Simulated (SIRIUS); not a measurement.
Set up this calculation in SIRIUS 7.10.0, as an ASE script.

```yaml
Task: relaxation of cell and atoms
Functional: PBE
Dispersion: D3(BJ)
Potentials_or_basis: PseudoDojo 0.4.1 PBE standard (scalar relativistic)
Cutoff: 983 eV
Density_cutoff: 3932 eV
k_mesh: 3 × 3 × 3
Occupations: fermi-dirac, width 0.05 eV
Spin: no spin polarisation
Libxc_names: "[\"XC_GGA_X_PBE\", \"XC_GGA_C_PBE\"]"
Energy_tol: 1e-08 Ha
Density_tol: 1e-06
Mixer: anderson
Mixing_beta: 0.7
Max_scf: 100
Radial_cutoff_for_the_potentials'_integrals: 6.5 bohr
Optimizer: BFGS
Fmax: 0.02 eV/Å
Max_steps: 30
Target_pressure: 0 GPa
```

Crystal: Sn.

```
Sn
1.0
     0.00000    3.23334    3.23334
     3.23334    0.00000    3.23334
     3.23334    3.23334    0.00000
Sn
2
Direct
  0.75000 0.75000 0.75000
  0.50000 0.50000 0.50000
```

This isn't the form of Sn at room conditions, which is tetragonal (white tin).

One way to write it, as run:

run.py

```python
import json, subprocess
import numpy as np
from ase import Atoms
from ase.io import read
from ase.calculators.calculator import Calculator, all_changes
from ase.units import Bohr, Hartree, GPa
from ase.calculators.mixing import SumCalculator
from dftd3.ase import DFTD3
from ase.optimize import BFGS
from ase.filters import FrechetCellFilter

class Sirius(Calculator):
    """Writes sirius.json, runs sirius.scf and reads out.json."""
    implemented_properties = ["energy", "free_energy", "forces", "stress", "magmom"]

    def __init__(self, config, files):
        super().__init__()
        self.config, self.files, self.calls = config, files, 0

    def calculate(self, atoms=None, properties=["energy"], system_changes=all_changes):
        super().calculate(atoms, properties, system_changes)
        symbols = atoms.get_chemical_symbols()
        types = list(dict.fromkeys(symbols))
        order = [i for t in types for i, s in enumerate(symbols) if s == t]
        frac = atoms.get_scaled_positions(wrap=False)
        m = atoms.get_initial_magnetic_moments()
        m = m if m.ndim == 2 else np.c_[0 * m, 0 * m, m]
        spin = self.config["parameters"]["num_mag_dims"] > 0
        rows = {t: [list(frac[i]) + (list(m[i]) if spin else []) for i in order if symbols[i] == t] for t in types}
        cell = {"lattice_vectors": (atoms.cell[:] / Bohr).tolist(), "atom_types": types, "atom_files": self.files, "atoms": rows}
        json.dump({**self.config, "unit_cell": cell}, open("sirius.json", "w"), indent=1)
        self.calls += 1
        with open(f"sirius_{self.calls:03d}.out", "w") as log:
            subprocess.run(["sirius.scf", "--input=sirius.json", "--output=out.json"], stdout=log, stderr=subprocess.STDOUT, check=True)
        gs = json.load(open("out.json"))["ground_state"]
        if not gs["converged"]:
            raise RuntimeError("SCF did not converge")
        self.results = {"energy": gs["energy"]["free"] * Hartree, "free_energy": gs["energy"]["free"] * Hartree}
        if "forces" in gs:
            f = np.zeros((len(atoms), 3))
            f[order] = np.array(gs["forces"]) * Hartree / Bohr
            self.results["forces"] = f
        if "stress" in gs:
            s = np.array(gs["stress"]) * Hartree / Bohr**3
            self.results["stress"] = s.flat[[0, 4, 8, 5, 2, 1]]
        if spin:
            self.results["magmom"] = gs["magnetisation"]["total"][2]

atoms = Atoms(['Sn', 'Sn'],
              cell=[[0.0, 3.2333428, 3.2333428], [3.2333428, 0.0, 3.2333428], [3.2333428, 3.2333428, 0.0]],
              scaled_positions=[[0.75, 0.75, 0.75], [0.5, 0.5, 0.5]], pbc=True)

config = {
    "control": {
        "processing_unit": 'cpu',
        "verbosity": 1,
        "print_forces": True,
        "print_stress": True,
    },
    "parameters": {
        "electronic_structure_method": 'pseudopotential',
        "xc_functionals": ['XC_GGA_X_PBE', 'XC_GGA_C_PBE'],
        "gk_cutoff": 8.5,
        "pw_cutoff": 17.0,
        "ngridk": [3, 3, 3],
        "shiftk": [0, 0, 0],
        "smearing": 'fermi_dirac',
        "smearing_width": 0.0018374661,
        "num_bands": 22,
        "num_mag_dims": 0,
        "num_dft_iter": 100,
        "energy_tol": 1e-08,
        "density_tol": 1e-06,
    },
    "iterative_solver": {
        "type": 'davidson',
        "min_tolerance": 1e-09,
        "tolerance_scale": [0.1, 0.25],
    },
    "mixer": {
        "type": 'anderson',
        "beta": 0.7,
        "max_history": 8,
    },
    "settings": {
        "tol_ne": 1e-10,
        "pseudo_grid_cutoff": 6.5,
    },
}
dft = Sirius(config, {'Sn': 'Sn.json'})
atoms.calc = SumCalculator([dft, DFTD3(method="pbe", damping="d3bj")])
results = {"symbols": atoms.get_chemical_symbols(), "cell": atoms.cell[:].tolist(), "frac": atoms.get_scaled_positions(wrap=False).tolist(), "steps": []}

def note():
    results["steps"].append({"energy": atoms.get_potential_energy(), "cell": atoms.cell[:].tolist(), "positions": atoms.positions.tolist(),
                             "forces": atoms.get_forces().tolist(), "stress": atoms.get_stress().tolist()})
    json.dump(results, open("results.json", "w"))

opt = BFGS(FrechetCellFilter(atoms, scalar_pressure=0.0 * GPa))
opt.attach(note)
results["converged"] = bool(opt.run(fmax=0.02, steps=30))
print("converged:", results["converged"])
print("cell parameters:", atoms.cell.cellpar().round(5))
print("volume per atom (A^3):", round(atoms.get_volume() / len(atoms), 4))
print(atoms.get_scaled_positions().round(6))
json.dump(results, open("results.json", "w"))
```

Potentials or basis: PseudoDojo 0.4.1 PBE standard (scalar relativistic).

Launch:

```bash
$ upf_to_json Sn.upf
$ OMP_NUM_THREADS=1 python run.py
```

Results of the run:

```
Relaxed volume                         : 37.36 Å³/atom
Relaxed cell                           : a = 4.728 Å, b = 4.728 Å, c = 4.728 Å, α = 60.00°, β = 60.00°, γ = 60.00°
Space group after relaxing (to 0.05 Å) : Fd-3m (No. 227)
Energy gained by relaxing              : 42.8 meV/atom
Ionic steps                            : 4
Pressure after relaxing                : 0.0 GPa
Band gap on the k mesh                 : none (metal or under the smearing width)
Dispersion energy per atom             : -0.279 eV
```

Caveat: the k mesh is coarse (spacing up to 0.56 Å⁻¹), so the values aren't converged; pairwise dispersion overbinds metals, which lowers pressure and volume.

It took 44 s on 1 thread of Arm Neoverse V2, on a shared host, peak memory 0.26 GiB.
